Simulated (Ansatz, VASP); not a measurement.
# BP in two plane-wave programs

One calculation is typed for both programs; each brings its own data sets and cutoff. How far apart do they land?

Main program and level: Ansatz 0.2.0; plane waves, with VASP 6.6.1 beside it; single point at PBE.

## (1) The starting structure

The structure is cubic, space group F-43m (No. 216). The conventional cell has a = 4.583 Å, b = 4.583 Å, c = 4.583 Å, α = 90.00°, β = 90.00°, γ = 90.00°. P has 4 B at 1.98 Å nearest. Nearest to B lie 4 P at 1.98 Å. Farther neighbours are not listed.

Coordinates:

```cif
data_structure
_symmetry_space_group_name_H-M 'F-43m'
_symmetry_Int_Tables_number 216
_cell_length_a 4.5829
_cell_length_b 4.5829
_cell_length_c 4.5829
_cell_angle_alpha 90.000
_cell_angle_beta 90.000
_cell_angle_gamma 90.000
_cell_volume 96.26
loop_
_atom_site_label
_atom_site_type_symbol
_atom_site_symmetry_multiplicity
_atom_site_Wyckoff_symbol
_atom_site_fract_x
_atom_site_fract_y
_atom_site_fract_z
_atom_site_occupancy
P1 P 4 c 0.25000 0.25000 0.25000 1
B1 B 4 a 0.00000 0.00000 0.00000 1
```

## (2) VASP: single point, PBE

With cell and atoms fixed, the geometry can't cause a difference; cores, projectors, grids and the points listed under the comparison can.

Lines of VASP's logs that name or quote its potential files are left out, and so is its time.

Input file INCAR:

```
SYSTEM = BP
PREC = Accurate
ENCUT = 340
EDIFF = 1E-08
NELM = 100
ISMEAR = 0
SIGMA = 0.01
LREAL = .FALSE.
ALGO = Normal
GGA = PE
NBANDS = 10
LORBIT = 11
LWAVE = .TRUE.
LCHARG = .FALSE.
KPAR = 8
```

Input file POSCAR:

```
BP
1.0
    0.0000000000      2.2914668077      2.2914668077
    2.2914668077      0.0000000000      2.2914668077
    2.2914668077      2.2914668077      0.0000000000
P B
1 1
Direct
    0.7500000000      0.7500000000      0.7500000000
    0.0000000000      0.0000000000      0.0000000000
```

Input file KPOINTS:

```
Automatic mesh
0
Gamma
6 6 6
0 0 0
```

PAW data sets: P_GW and B_GW (PBE family, release 64).

Launch:

```
$ mpirun -np 8 vasp_std
```

Numbers of over 12 decimals in the logs are rounded to 6 here.

The log of the run:

```text
[banner, memory and clock lines left out]
running    8 mpi-ranks, on    1 nodes
 distrk:  each k-point on    1 cores,    8 groups
 distr:  one band on    1 cores,    1 groups

 POSCAR found type information on POSCAR P B
 POSCAR found :  2 types and       2 ions
|                                                                             |
|           W    W    AA    RRRRR   N    N  II  N    N   GGGG   !!!           |
|           W    W   A  A   R    R  NN   N  II  NN   N  G    G  !!!           |
|           W    W  A    A  R    R  N N  N  II  N N  N  G       !!!           |
|           W WW W  AAAAAA  RRRRR   N  N N  II  N  N N  G  GGG   !            |
|           WW  WW  A    A  R   R   N   NN  II  N   NN  G    G                |
|           W    W  A    A  R    R  N    N  II  N    N   GGGG   !!!           |
|                                                                             |
|     For optimal performance we recommend to set                             |
|       NCORE = 2 up to number-of-cores-per-socket                            |
|     NCORE specifies how many cores store one orbital (NPAR=cpu/NCORE).      |
|     This setting can greatly improve the performance of VASP for DFT.       |
|     The default, NCORE=1 might be grossly inefficient on modern             |
|     multi-core architectures or massively parallel machines. Do your        |
|     Unfortunately you need to use the default for GW and RPA                |
|     calculations (for HF NCORE is supported but not extensively tested      |
|     yet).                                                                   |
|                                                                             |

 LDA part: xc-table for (Slater+PW92), standard interpolation
 POSCAR, INCAR and KPOINTS ok, starting setup
 FFT: planning ... GRIDC
 FFT: planning ... GRID_SOFT
 FFT: planning ... GRID
 WAVECAR not read
 entering main loop
       N       E                     dE             d eps       ncg     rms          rms(c)
DAV:   1     0.747278124334E+01    0.74728E+01   -0.35941E+03   320   0.602E+02
DAV:   2    -0.131087299465E+02   -0.20582E+02   -0.19987E+02   544   0.124E+02
DAV:   3    -0.135507179581E+02   -0.44199E+00   -0.44126E+00   422   0.151E+01
DAV:   4    -0.135548313280E+02   -0.41134E-02   -0.41124E-02   496   0.189E+00
DAV:   5    -0.135548935592E+02   -0.62231E-04   -0.62230E-04   406   0.151E-01    0.433E+00
DAV:   6    -0.129741197838E+02    0.58077E+00   -0.14733E+00   502   0.669E+00    0.200E+00
DAV:   7    -0.128917189066E+02    0.82401E-01   -0.18851E-01   454   0.252E+00    0.780E-01
DAV:   8    -0.128824859847E+02    0.92329E-02   -0.28327E-02   424   0.104E+00    0.910E-02
DAV:   9    -0.128828626649E+02   -0.37668E-03   -0.74767E-04   384   0.196E-01    0.443E-02
DAV:  10    -0.128829986941E+02   -0.13603E-03   -0.19908E-04   390   0.107E-01    0.113E-02
DAV:  11    -0.128829994682E+02   -0.77410E-06   -0.14300E-05   490   0.238E-02    0.410E-03
DAV:  12    -0.128830005312E+02   -0.10630E-05   -0.17112E-06   396   0.111E-02    0.670E-04
DAV:  13    -0.128830004144E+02    0.11677E-06   -0.54872E-08   476   0.157E-03    0.286E-04
DAV:  14    -0.128830004158E+02   -0.13803E-08   -0.91569E-09   338   0.631E-04
   1 F= -.12883000E+02 E0= -.12883000E+02  d E =-.525453E-66
 writing wavefunctions
```

OUTCAR, selected parts (step 2):

```text
ion  position               nearest neighbor table
   1  0.750  0.750  0.750-   2 1.98   2 1.98   2 1.98   2 1.98
   2  0.000  0.000  0.000-   1 1.98   1 1.98   1 1.98   1 1.98

  LATTYP: Found a face centered cubic cell.
 ALAT       =     4.5829336154

 Subroutine GETGRP returns: Found 24 space group operations
 (whereof 24 operations were pure point group operations)

The static configuration has the point symmetry T_d .

 Found     16 irreducible k-points:

   k-points           NKPTS =     16   k-points in BZ     NKDIM =     16   number of bands    NBANDS=     10

   dimension x,y,z NGX =    20 NGY =   20 NGZ =   20
   dimension x,y,z NGXF=    40 NGYF=   40 NGZF=   40

   ENCUT  =  340.0 eV  24.99 Ry    5.00 a.u.   4.87  4.87  4.87*2*pi/ulx,y,z

   NELECT =       8.0000    total number of electrons

 k-points in reciprocal lattice and weights: Automatic mesh
   0.00000000  0.00000000  0.00000000       0.005
   0.16666667  0.00000000  0.00000000       0.037
   0.33333333  0.00000000  0.00000000       0.037
   0.50000000  0.00000000  0.00000000       0.019
   0.16666667  0.16666667  0.00000000       0.028
   0.33333333  0.16666667  0.00000000       0.111
   0.50000000  0.16666667  0.00000000       0.111
  -0.33333333  0.16666667  0.00000000       0.111
  -0.16666667  0.16666667  0.00000000       0.056
[...]
-0.33333333  0.33333333  0.16666667       0.111
  -0.33333333  0.50000000  0.16666667       0.056

 average (electrostatic) potential at core
       1 -73.0217       2 -25.5036

 E-fermi :   6.9219

 k-point     1 :       0.0000    0.0000    0.0000
  band No.  band energies     occupation
      1      -8.4003      2.00000
      2       6.8023      2.00000
      3       6.8023      2.00000
      4       6.8023      2.00000
      5      10.1614      0.00000
      6      10.1614      0.00000
      7      10.1614      0.00000
      8      13.7280      0.00000
      9      18.1271      0.00000
    ...

 k-point     2 :       0.1667    0.0000    0.0000
  band No.  band energies     occupation
      1      -7.9148      2.00000
      2       4.0142      2.00000
      3       6.1545      2.00000
      4       6.1545      2.00000
      5      10.7089      0.00000
      6      11.0434      0.00000
      7      11.0434      0.00000
      8      15.1019      0.00000
      9      17.6226      0.00000
    ...

 k-point     3 :       0.3333    0.0000    0.0000
  band No.  band energies     occupation
      1      -6.5368      2.00000
      2       0.2029      2.00000
      3       5.3670      2.00000
      4       5.3670      2.00000
      5      10.5310      0.00000
      6      11.6117      0.00000
      7      11.6117      0.00000
      8      16.7417      0.00000
      9      18.5192      0.00000
    ...

  Total       -0.5958037     -0.5958037     -0.5958037      0.0000000      0.0000000     -0.0000000
  in kB      -39.6682498    -39.6682498    -39.6682498      0.0000000      0.0000000     -0.0000000
  external PRESSURE =     -39.6682498 kB  Pullay stress =       0.0000000 kB

  energy-cutoff  :      340.00
  volume of cell :       24.06
      direct lattice vectors                 reciprocal lattice vectors
     0.000000000  2.291466808  2.291466808    -0.218200848  0.218200848  0.218200848
     2.291466808  0.000000000  2.291466808     0.218200848 -0.218200848  0.218200848
     2.291466808  2.291466808  0.000000000     0.218200848  0.218200848 -0.218200848

 POSITION                                       TOTAL-FORCE (eV/Angst)
 -----------------------------------------------------------------------------------
      3.43720      3.43720      3.43720         0.000000     -0.000000     -0.000000
      0.00000      0.00000      0.00000        -0.000000      0.000000      0.000000
 -----------------------------------------------------------------------------------
    total drift:                                0.000000      0.000000      0.000000

  FREE ENERGIE OF THE ION-ELECTRON SYSTEM (eV)
  ---------------------------------------------------
  free  energy   TOTEN  =       -12.8830004158 eV

  energy  without entropy=      -12.8830004158  energy(sigma->0) =      -12.88300042

 total charge
# of ion       s       p       d       tot
------------------------------------------
    1        1.086   1.757   0.136   2.979
    2        0.634   1.174   0.000   1.809
--------------------------------------------------
tot          1.720   2.931   0.136   4.787

[... 3 further parts left out ...]
```

The run ends at a pressure of -3.97 GPa.

## (3) Ansatz: single point, PBE

Ansatz runs on its default PAW (the set named soft_2) files.

The same cell, functional, mesh and smearing now go to Ansatz, which takes its cutoff from its data sets.

Input file input.yaml:

```yaml
crystal:
  lattice:
    - [0.0, 2.2914668077, 2.2914668077]
    - [2.2914668077, 0.0, 2.2914668077]
    - [2.2914668077, 2.2914668077, 0.0]
  atoms:
    - { symbol: P, position: [0.75, 0.75, 0.75] }
    - { symbol: B, position: [0.0, 0.0, 0.0] }
hamiltonian:
  xc: pbe
  pseudopotentials: { kind: paw }
kpoints:
  mp_grid: { grid: [6, 6, 6] }
scf:
  occupations: { method: gaussian, width: 0.01 }
  n_extra_bands: 4
output:
  forces: true
  stress: true
  eigenvalues: true
```

Launch:

```
$ ansatz run input.yaml --threads 2 --pin off --max-ram 4608MiB --backend cpu --events-out ev --progress --plain --runs-dir out
```

The log of the run:

```text
scf.n_extra_bands = 4 over 4 filled bands (N_el = 8.0): the run solves 8 bands
Engine: ansatz 0.2.0, aarch64-unknown-linux-gnu
Pseudopotentials: kind: paw
Pseudopotential: P, paw, valence charge 5, recommended cutoff 420 eV (normal), P.paw.azcp
Pseudopotential: B, paw, valence charge 3, recommended cutoff 420 eV (normal), B.paw.azcp
Functional definition: PBE
  parameter kappa = 0.804
  parameter beta = 0.066725
  exchange = pbe_x(kappa = kappa, mu = beta*pi^2/3)
  correlation = pbe_c(beta = beta)
Crystal: 2 atoms, lattice volume = 24.064 Å³
Basis set: ecut = 420 eV, 459 PW (Γ), exchange–correlation on 48×48×48 points (8 copies of the dense FFT grid, shifted against one another)
Bands: 8, of which v1, the nominal top of the filled ones, is band 4 counted from 1 (3 counted from 0)
Symmetry: 24 space group operations
Space group: F-43m (ITA 216), of the structure as read, at distance tolerance 2.9e-5 Å
k-points: 16 of 216 (time reversal used)
Non-local potential: P, projectors of the file, l = 0: 2, l = 1: 2, l = 2: 2
Non-local potential: B, projectors of the file, l = 0: 2, l = 1: 2, l = 2: 1
PAW form: soft (Blöchl's): semilocal exchange-correlation on the pseudo side does not see the compensation charge
PAW one-centre angular grid: P, 110 points (default); XC on 64 Gauss nodes
PAW one-centre angular grid: B, 110 points (default); XC on 64 Gauss nodes
Initial density: superposition of atomic densities (neutral atoms: chi_scale 0, normalization atom), corrected by the library's trained network
Initial wavefunctions: pseudopotential atomic-orbital guess
Functional: x = pbe(κ = 0.804, μ = 0.219515), c = pbe(β = 0.066725)
SCF iter   1: F=—  HF=-912.424339 eV  |F-HF|=—  |Δ(HF+E_count)|=         —  Δρ=1.32e-3  dr2=3.77e-4  ethr=1.77e-3  ⟨swp⟩=6.2  Hψ=1192  notcnv=0
preconditioner: auto → none  [insulator: Δε(μ)=1.389 eV  Ē_g=12.583 eV  σ=0.010 eV  W_gap=1.00  n_scr=0 (ndim 8)  ℏωp=21.4 eV  f_vac=0.000  D(μ)=0.00/eV (n_scr^D=0)  ε∞_Penn≈3.9]
SCF iter   2: F=—  HF=-912.424462 eV  |F-HF|=—  |Δ(HF+E_count)|=   1.24e-4  Δρ=8.06e-4  dr2=1.58e-4  ethr=4.71e-6  ⟨swp⟩=2.4  Hψ=392  notcnv=0
SCF iter   3: F=—  HF=-912.424429 eV  |F-HF|=—  |Δ(HF+E_count)|=   3.35e-5  Δρ=3.90e-4  dr2=1.66e-5  ethr=1.97e-6  ⟨swp⟩=2.0  Hψ=177  notcnv=0
SCF iter   4: F=—  HF=-912.424451 eV  |F-HF|=—  |Δ(HF+E_count)|=   2.19e-5  Δρ=1.79e-4  dr2=1.02e-5  ethr=2.08e-7  ⟨swp⟩=2.0  Hψ=200  notcnv=0
SCF iter   5: F=—  HF=-912.424448 eV  |F-HF|=—  |Δ(HF+E_count)|=   2.41e-6  Δρ=8.97e-5  dr2=2.54e-6  ethr=1.28e-7  ⟨swp⟩=1.0  Hψ=128  notcnv=0
SCF iter   6: F=—  HF=-912.424448 eV  |F-HF|=—  |Δ(HF+E_count)|=   6.77e-7  Δρ=3.59e-5  dr2=4.04e-7  ethr=3.18e-8  ⟨swp⟩=1.4  Hψ=145  notcnv=0
SCF iter   7: F=-912.424448 eV  HF=-912.424448 eV  |F-HF|=1.99e-8  |Δ(HF+E_count)|=   1.14e-7  Δρ=9.37e-6  dr2=2.74e-8  ethr=1.25e-9  ⟨swp⟩=4.0  Hψ=684  notcnv=0
SCF 1 converged in 7 iterations: F = -912.424448 eV  dr2 = 2.74e-8
  greatest PAW one-centre occupation: 0.772 electrons in one spin orbital (limit 2), on the P atom at site 0 (counted from 0), in its partial waves of l = 0
SCF converged after 7 iterations
Free energy (F): -912.424448 eV
Harris-Foulkes:  -912.424448 eV  (|F-HF|=1.99e-8)
Internal energy: -912.424448 eV  (E = F + TS)
E sigma→0 (E₀):  -912.424448 eV
Fermi energy:    9.566063 eV
--- Per-component energies (eV) ---
  E_band       = 19.952983
  E_kinetic    = 120.346537
  E_local      = -70.092152  (includes V_loc(G=0)·N_el)
  E_nonlocal   = 44.817966
  E_hartree    = 17.467635
  E_xc         = -94.382040
  E_vxc        = -99.909086  (∫ρ·V_xc dr)
  E_paw        = -647.889992  (= ΣΔE_a)
  E_vpaw       = -10.145752  (= ΣTr[D̂ρ^β])
  E_aug_tail   = 0.000000  (compensation charges beyond the density's cutoff)
  E_ewald      = -282.692401
  E_smearing   = -0.000000  (= −TS)
  E_closure    = -0.000000  (closes the sum)
  Σ components = -912.424448   (vs F -912.424448, Δ=0.00e0)
--- Forces (eV/Å), atoms counted from 1 ---
  atom   1  P      0.00000000    -0.00000000    -0.00000000
  atom   2  B     -0.00000000     0.00000000     0.00000000
  max |Σ_I F_I| component: 3.70e-16 eV/Å
--- Stress (GPa, compression-positive) ---
       -3.400628       0.000000      -0.000000
        0.000000      -3.400628       0.000000
       -0.000000       0.000000      -3.400628
  P = ⅓ Tr σ = -3.4006 GPa (-34.006 kbar)
--- Band table (eV; the first three rows and the last of 16) ---
  k-point 0: bands = ["-6.3266", "8.8710", "8.8710", "8.8710", "12.2303", "12.2303", "12.2303", "15.7973"]
  k-point 1: bands = ["-5.8414", "6.0842", "8.2228", "8.2228", "12.7786", "13.1118", "13.1118", "17.1661"]
  k-point 2: bands = ["-4.4641", "2.2734", "7.4351", "7.4351", "12.6023", "13.6805", "13.6805", "18.7984"]
  k-point 15: bands = ["-1.4445", "0.7802", "3.7234", "3.8509", "12.7012", "13.2662", "17.7899", "18.4236"]
```

The job ended after 3.7 s (2 threads of Arm Neoverse V1, shared host; peak memory 0.24 GiB; 5.8 s of CPU time).

Reading the cycles: dr2 is the Hartree energy of the density residual (eV), the measure of convergence; HF is the Harris–Foulkes estimate of the energy, which meets the free energy F at convergence.

The run ends at a pressure of -3.40 GPa.

## (4) Differences

Known differences besides the potentials themselves: the cutoff is 420 eV in Ansatz and 340 eV in VASP; VASP leaves aspherical gradient terms in its spheres out (LASPH is not set), Ansatz keeps them. Total energies have different zeros and are not compared.

Compared:

```tsv
quantity	Ansatz	VASP	difference
gap on the k mesh (eV)	1.390	1.388	+0.002
```

Not compared: the pressure (VASP's GW data sets at this cutoff don't carry it). A gap on the mesh is an upper bound, since the band edges may lie between its points.

## (5) What the set-up changes

Further runs change the set-up of one program: Ansatz's method, potentials or start, or VASP's data sets, cutoff or form of LDA. The table gives Ansatz less VASP for each quantity, since a change that brings one quantity closer may part another.

```tsv
run	gap on the k mesh (eV)
as above	0.0018
Ansatz's all-electron LAPW method	0.0055
```

## (6) Outcome

```
difference in gap on the k mesh (single point, PBE) : 0.0018 eV
```

**Reading.** The difference in gap on the k mesh is 0.0018 eV (single point, PBE), within the 0.08 eV picked in this series as the mark of a large difference. Single point, PBE, Ansatz's all-electron LAPW method: the difference in gap on the k mesh goes from 0.0018 to 0.0055 eV. Such differences can come from data sets, numerical settings and the points named under the comparisons, not from the functional's error against experiment.

[Lines on the potential files, build, host, timing and source positions are cut from VASP's logs without a mark.]

[Logs are printed without paths, hosts, clocks, repeated set-up lines and the standing remarks that a program may print on its own settings, such as how far it seeks lower states.]

[Hosts, paths, dates, database ids (printed as entryN), source tags and the programs' standing remarks are cut or masked in the printed files.]
